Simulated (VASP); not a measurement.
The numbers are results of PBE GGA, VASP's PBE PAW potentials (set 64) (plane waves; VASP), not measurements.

The input files of a VASP run:

File KPOINTS:
```
kpoints
0
G
 7 7 7
```

**INCAR**
```
! general
SYSTEM   =  SrF2
PREC     =  Accurate
ENCUT    =  520   ! plane-wave cut-off (eV)
LREAL    =  F   ! projection in real space or not
LASPH    =  T

! electronic loop
EDIFF    =  1E-7   ! SCF stop (eV)
NELM     =  100   ! most electronic steps
ALGO     =  Normal   ! blocked Davidson
LMAXMIX  =  4   ! l cut-off of mixed one-centre charges

! smearing
ISMEAR   =  -5

! functional
GGA      =  PE

! ions
ISIF     =  2   ! forces and stress, cell fixed

! output
LWAVE    =  F
LCHARG   =  T
LORBIT   =  11
NEDOS    =  601   ! DOS grid

! other
LEFG     =  T
```

### POSCAR
```
SrF2
1
    0.0000000000     2.9333246790     2.9333246790
    2.9333246790     0.0000000000     2.9333246790
    2.9333246790     2.9333246790     0.0000000000
Sr F
1 2
Direct
  0.0000000000   0.0000000000   0.0000000000
  0.2500000000   0.2500000000   0.2500000000
  0.7500000000   0.7500000000   0.7500000000
```

POTCAR, in this order: Sr_sv F (PBE.64 set). Program: vasp_std.

Output of the run:

### OSZICAR
```
       N       E                     dE             d eps       ncg     rms          rms(c)
DAV:   1     0.155304263172E+03    0.15530E+03   -0.14171E+04   640   0.146E+03
DAV:   2    -0.123017457767E+02   -0.16761E+03   -0.16653E+03   824   0.318E+02
DAV:   3    -0.184551582579E+02   -0.61534E+01   -0.61460E+01   904   0.645E+01
DAV:   4    -0.186288899575E+02   -0.17373E+00   -0.17372E+00   896   0.838E+00
DAV:   5    -0.186319479756E+02   -0.30580E-02   -0.30580E-02   880   0.957E-01    0.146E+01
DAV:   6    -0.170457550856E+02    0.15862E+01   -0.84374E+00   640   0.201E+01    0.124E+01
DAV:   7    -0.170435514569E+02    0.22036E-02   -0.21755E-01   888   0.409E+00    0.654E+00
DAV:   8    -0.170631955059E+02   -0.19644E-01   -0.41970E-02   824   0.254E+00    0.542E-01
DAV:   9    -0.170707854276E+02   -0.75899E-02   -0.10431E-02   840   0.726E-01    0.355E-01
DAV:  10    -0.170721780204E+02   -0.13926E-02   -0.13753E-03   688   0.285E-01    0.884E-02
DAV:  11    -0.170723635399E+02   -0.18552E-03   -0.16595E-04   760   0.898E-02    0.193E-02
DAV:  12    -0.170723843141E+02   -0.20774E-04   -0.33703E-05   752   0.404E-02    0.208E-02
DAV:  13    -0.170723839938E+02    0.32031E-06   -0.30215E-06   792   0.142E-02    0.329E-03
DAV:  14    -0.170723839822E+02    0.11543E-07   -0.33037E-07   656   0.472E-03
   1 F= -.17072384E+02 E0= -.17072384E+02  d E =0.000000E+00
```

### OUTCAR
```
------------------------ aborting loop because EDIFF is reached ----------------------------------------
  FORCE on cell =-STRESS in cart. coord.  units (eV):
  Direction    XX          YY          ZZ          XY          YZ          ZX
  --------------------------------------------------------------------------------------
  Total       -0.0218323     -0.0218323     -0.0218323      0.0000000      0.0000000     -0.0000000
  in kB       -0.6929470     -0.6929470     -0.6929470      0.0000000      0.0000000     -0.0000000
  external PRESSURE =      -0.6929470 kB  Pullay stress =       0.0000000 kB
  volume of cell :       50.48
      direct lattice vectors                 reciprocal lattice vectors
     0.000000000  2.933324679  2.933324679    -0.170455048  0.170455048  0.170455048
     2.933324679  0.000000000  2.933324679     0.170455048 -0.170455048  0.170455048
     2.933324679  2.933324679  0.000000000     0.170455048  0.170455048 -0.170455048
 POSITION                                       TOTAL-FORCE (eV/Angst)
 -----------------------------------------------------------------------------------
      0.00000      0.00000      0.00000        -0.000000     -0.000000     -0.000000
      1.46666      1.46666      1.46666         0.000000      0.000000      0.000000
      4.39999      4.39999      4.39999        -0.000000     -0.000000     -0.000000
 -----------------------------------------------------------------------------------
    total drift:                                0.000000     -0.000000      0.000000
  FREE ENERGIE OF THE ION-ELECTRON SYSTEM (eV)
  ---------------------------------------------------
  free  energy   TOTEN  =       -17.0723839822 eV

  energy  without entropy=      -17.0723839822  energy(sigma->0) =      -17.07238398

 total charge

# of ion       s       p       d       tot
------------------------------------------
    1        1.996   5.799   0.168   7.963
    2        1.733   4.373   0.000   6.106
    3        1.733   4.373   0.000   6.106
--------------------------------------------------
tot          5.461  14.546   0.168  20.175
```
(Selected blocks of OUTCAR.)

The compound is SrF2 in the fluorite structure. It was relaxed first.
